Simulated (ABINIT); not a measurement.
# As (R-3m) in ABINIT: a series of runs, part 2 of 2

ABINIT 10.8.3 (patched build). The steps go on from the part before.

### 3 Single point, r2SCAN

run.abi

```
# Pseudopotentials
pp_dirpath "./"
pseudos "As.upf"

# Structure
acell 4.131 4.131 4.131 Angstrom
rprim
     0.4552885255     0.2628609527     0.8506564983
    -0.4552885255     0.2628609527     0.8506564983
     0.0000000000    -0.5257219055     0.8506564983
ntypat 1
znucl 33
natom 2
typat 1 1
xred
     0.2260000000     0.2260000000     0.2260000000
     0.7740000000     0.7740000000     0.7740000000

# Plane-wave basis
ecut 50.0

# k points
kptopt 1
ngkpt 7 7 7
nshiftk 1
shiftk 0.0 0.0 0.0

# Exchange and correlation
ixc -497498
usekden 1
nc_xccc_gspace 1
boxcutmin 3.0

# Bands and occupations
nband 19
occopt 3
tsmear 0.05 eV

# SCF cycle
nstep 100
tolvrs 1.0e-9

# Output
iomode 3
prtwf 0
prteig 0
prtebands 0
enunit 2
prtden 1
prtvha 1
prtvclmb 1
prtpot 1
```

Potentials or basis: PseudoDojo NC SR PBE v0.4.1 standard.

Run with:

```bash
$ mpirun --bind-to none -np 4 abinit run.abi > log 2>&1
```

run.abo:

```text
.Version 10.8.3 of ABINIT
 Symmetries : space group R-3 m (#166); Bravais hR (rhombohedral)
================================================================================
 Values of the parameters that define the memory need of the present run
     intxc =       0    ionmov =       0      iscf =       7    lmnmax =       6
     lnmax =       6     mgfft =      80  mpssoang =       3    mqgrid =    3001
     natom =       2  nloc_mem =       1    nspden =       1   nspinor =       1
    nsppol =       1      nsym =      12    n1xccc =    2501    ntypat =       1
    occopt =       3   xclevel =       2
       mpw =        4941          nfft =      512000          nkpt =          44
================================================================================
================================================================================

--------------------------------------------------------------------------------
------------- Echo of variables that govern the present computation ------------
--------------------------------------------------------------------------------
 -outvars: echo values of preprocessed input variables --------
            acell      7.8064586261E+00  7.8064586261E+00  7.8064586261E+00 Bohr
              amu      7.49215900E+01
        boxcutmin      3.00000000E+00
             ecut      5.00000000E+01 Hartree
           enunit           2
              ixc     -497498
         kptrlatt        7    0    0      0    7    0      0    0    7
          kptrlen      4.97586745E+01
            natom           2
            nband          19
   nc_xccc_gspace           1
            ngfft          80      80      80
             nkpt          44
            nstep         100
             nsym          12
           ntypat           1
           occopt           3
        prtebands           0
           prteig           0
          prtkden           1
           prtpot           1
         prtvclmb           1
           prtvha           1
            prtwf           0
            rprim      4.5528852550E-01  2.6286095270E-01  8.5065649830E-01
                      -4.5528852550E-01  2.6286095270E-01  8.5065649830E-01
                       0.0000000000E+00 -5.2572190550E-01  8.5065649830E-01
          spgroup         166
           tolvrs      1.00000000E-09
           tsmear      1.83746611E-03 Hartree
            typat      1  1
          usekden           1
           xangst     -1.7531415844E-17 -9.3360678491E-11  2.3825340323E+00
                      -1.5027569353E-17 -3.1974003639E-10  8.1596519512E+00
            xcart     -3.3129574545E-17 -1.7642611328E-10  4.5023368066E+00
                      -2.8397990416E-17 -6.0422110026E-10  1.5419507470E+01
             xred      2.2600000000E-01  2.2600000000E-01  2.2600000000E-01
                       7.7400000000E-01  7.7400000000E-01  7.7400000000E-01
            znucl       33.00000

================================================================================

 chkinp: Checking input parameters for consistency.

================================================================================
== DATASET  1 ==================================================================

--- !DatasetInfo
iteration_state: {dtset: 1, }
dimensions: {natom: 2, nkpt: 44, mband: 19, nsppol: 1, nspinor: 1, nspden: 1, mpw: 4941, }
cutoff_energies: {ecut:  50.0, pawecutdg:  -1.0, }
electrons: {nelect:   3.00000000E+01, charge:   0.00000000E+00, occopt:   3.00000000E+00, tsmear:   1.83746611E-03, }
[... 73 lines left out ...]
lattice_volume:   2.9058985E+02
convergence: {deltae:  1.958E-11, res2:  5.880E-11, residm:  3.252E-06, diffor: null, }
etotal    :  -2.14619828E+02
entropy   :   0.00000000E+00
fermie    :   2.00977971E-01
cartesian_stress_tensor: # hartree/bohr^3
- [ -3.65102022E-05,   0.00000000E+00,   0.00000000E+00, ]
- [  0.00000000E+00,  -3.65101986E-05,   8.03480399E-13, ]
- [  0.00000000E+00,   8.03480399E-13,  -5.30516530E-05, ]
pressure_GPa:   1.2364E+00
xred      :
- [  2.2600E-01,   2.2600E-01,   2.2600E-01, As]
- [  7.7400E-01,   7.7400E-01,   7.7400E-01, As]
cartesian_forces: # hartree/bohr
- [  2.03155257E-20,   1.80365263E-20,   8.38894111E-04, ]
- [ -2.03155257E-20,  -1.80365263E-20,  -8.38894111E-04, ]
force_length_stats: {min:   8.38894111E-04, max:   8.38894111E-04, mean:   8.38894111E-04, }
...

 Integrated electronic density in atomic spheres:
 ------------------------------------------------
 Atom  Sphere_radius  Integrated_density
    1        2.00000         12.31957967
    2        2.00000         12.31957967
================================================================================

 ----iterations are completed or convergence reached----

 Mean square residual over all n,k,spin=   76.435E-10; max=  32.524E-07
 reduced coordinates (array xred) for    2 atoms
       0.226000000000      0.226000000000      0.226000000000
       0.774000000000      0.774000000000      0.774000000000
 rms dE/dt=  5.5708E-03; max dE/dt=  5.5708E-03; dE/dt below (all hartree)
    1      -0.005570772616     -0.005570772616     -0.005570772616
    2       0.005570772616      0.005570772616      0.005570772616

 cartesian coordinates (angstrom) at end:
    1     -0.00000000000000    -0.00000000009336     2.38253403225561
    2     -0.00000000000000    -0.00000000031974     8.15965195117629

 cartesian forces (hartree/bohr) at end:
    1      0.00000000000000     0.00000000000000     0.00083889411117
    2     -0.00000000000000    -0.00000000000000    -0.00083889411117
 frms,max,avg= 4.8433574E-04 8.3889411E-04   0.000E+00  0.000E+00  0.000E+00 h/b

 cartesian forces (eV/Angstrom) at end:
    1      0.00000000000000     0.00000000000000     0.04313766961935
    2     -0.00000000000000    -0.00000000000000    -0.04313766961935
 frms,max,avg= 2.4905545E-02 4.3137670E-02   0.000E+00  0.000E+00  0.000E+00 e/A
 length scales=  7.806458626125  7.806458626125  7.806458626125 bohr
              =  4.131000000000  4.131000000000  4.131000000000 angstroms
 Fermi (or HOMO) energy (hartree) =   0.20098   Average Vxc (hartree)=  -0.42157
 Eigenvalues (hartree) for nkpt=  44  k points:
 kpt#   1, nband= 19, wtk=  0.00292, kpt=  0.0000  0.0000  0.0000 (reduced coord)
  -1.14526   -1.14526   -1.14356   -1.14356   -1.14173   -1.14048   -1.14048   -1.13964
  -1.13844   -1.13844   -0.38324   -0.02882    0.10057    0.11571    0.11571    0.26196
   0.30801    0.30801    0.47456
      occupation numbers for kpt#   1
   2.00000    2.00000    2.00000    2.00000    2.00000    2.00000    2.00000    2.00000
   2.00000    2.00000    2.00000    2.00000    2.00000    2.00000    2.00000    0.00000
   0.00000    0.00000    0.00000
 prteigrs : prtvol=0 or 1, do not print more k-points.

 Fermi (or HOMO) energy (eV) =   5.46889   Average Vxc (eV)= -11.47153
 Eigenvalues (   eV  ) for nkpt=  44  k points:
 kpt#   1, nband= 19, wtk=  0.00292, kpt=  0.0000  0.0000  0.0000 (reduced coord)
 -31.16405  -31.16405  -31.11798  -31.11798  -31.06812  -31.03396  -31.03396  -31.01111
 -30.97857  -30.97857  -10.42851   -0.78420    2.73678    3.14854    3.14854    7.12826
   8.38146    8.38146   12.91356
 prteigrs : prtvol=0 or 1, do not print more k-points.

--- !EnergyTerms
iteration_state     : {dtset: 1, }
comment             : Components of total free energy in Hartree
kinetic             :  1.52459971186075E+02
hartree             :  6.04256198582602E+01
xc                  : -5.00480102547220E+01
Ewald energy        : -1.19670765817332E+02
psp_core            :  5.96902029941683E+00
local_psp           : -1.59225203840201E+02
non_local_psp       : -1.04530369501720E+02
internal            : -2.14619738070223E+02
'-kT*entropy'       : -9.02556174663405E-05
total_energy        : -2.14619828325841E+02
total_energy_eV     : -5.84010304462059E+03
band_energy         : -2.33738561637789E+01
...

 Cartesian components of stress tensor (hartree/bohr^3)
  sigma(1 1)= -3.65102022E-05  sigma(3 2)=  8.03480399E-13
  sigma(2 2)= -3.65101986E-05  sigma(3 1)=  0.00000000E+00
  sigma(3 3)= -5.30516530E-05  sigma(2 1)=  0.00000000E+00

-Cartesian components of stress tensor (GPa)         [Pressure=  1.2364E+00 GPa]
- sigma(1 1)= -1.07416723E+00  sigma(3 2)=  2.36392095E-08
- sigma(2 2)= -1.07416713E+00  sigma(3 1)=  0.00000000E+00
- sigma(3 3)= -1.56083352E+00  sigma(2 1)=  0.00000000E+00

== END DATASET(S) ==============================================================
================================================================================

 -outvars: echo values of variables after computation  --------
            acell      7.8064586261E+00  7.8064586261E+00  7.8064586261E+00 Bohr
           etotal     -2.1461982833E+02
            fcart      2.0315525738E-20  1.8036526255E-20  8.3889411117E-04
                      -2.0315525738E-20 -1.8036526255E-20 -8.3889411117E-04
            rprim      4.5528852550E-01  2.6286095270E-01  8.5065649830E-01
                      -4.5528852550E-01  2.6286095270E-01  8.5065649830E-01
                       0.0000000000E+00 -5.2572190550E-01  8.5065649830E-01
           strten     -3.6510202167E-05 -3.6510198572E-05 -5.3051653009E-05
                       8.0348039857E-13  0.0000000000E+00  0.0000000000E+00
           xangst     -1.7531415844E-17 -9.3360678491E-11  2.3825340323E+00
                      -1.5027569353E-17 -3.1974003639E-10  8.1596519512E+00
             xred      2.2600000000E-01  2.2600000000E-01  2.2600000000E-01
                       7.7400000000E-01  7.7400000000E-01  7.7400000000E-01
 Calculation completed.
```

Wall time 11 min (4 MPI ranks of AMD EPYC 7R43 (Zen 3), shared host); peak memory 1.2 GiB.

What came out:

| Item | Value |
| --- | --- |
| Free energy | -5840.1030 eV |
| Pressure | 1.2 GPa |
| Largest force | 0.043 eV/Å |
| Band gap on the k mesh | 0.01 eV, indirect (least direct gap 0.68 eV) |
| Valence electrons inside the program's atomic spheres | As 12.32 (radii [1.0584] Å) |

Forces in eV/Å, atoms in the order of the input:
```
As   0.000  0.000  0.043
As   0.000  0.000 -0.043
```

Stress tensor (GPa, compression positive):
```
1.07 0.00 0.00
0.00 1.07 0.00
0.00 0.00 1.56
```

Caveat: a meta-GGA on potentials with a model core is unreliable; the potentials were made for another functional, which shifts forces and pressure; an odd mesh through Γ misses points on the zone boundary, where band edges often lie.
